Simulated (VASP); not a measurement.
```
CELL_PARAMETERS angstrom
      0.00000     2.92147     2.92147
      2.92147     0.00000     2.92147
      2.92147     2.92147     0.00000
ATOMIC_POSITIONS crystal
  Sr 0.00000 0.00000 0.00000
  F  0.25000 0.25000 0.25000
  F  0.75000 0.75000 0.75000
```

Method: SCAN meta-GGA, VASP's PBE PAW potentials (set 64) (plane waves; VASP). Numerical set-up: 520 eV cut-off, 7×7×7 Γ-centred mesh, Gaussian smearing of 0.050 eV, potentials Sr_sv F.

**Question.** Give the stress tensor in GPa (positive for a compressed cell).

**Answer.** 
```
-2.24   0.00   0.00
 0.00  -2.24   0.00
 0.00   0.00  -2.24
```
The pressure is its mean diagonal, -2.24 GPa.

The compound is SrF2 in the fluorite structure. This cell is one point of a volume scan, at 1.03 of the reference volume.
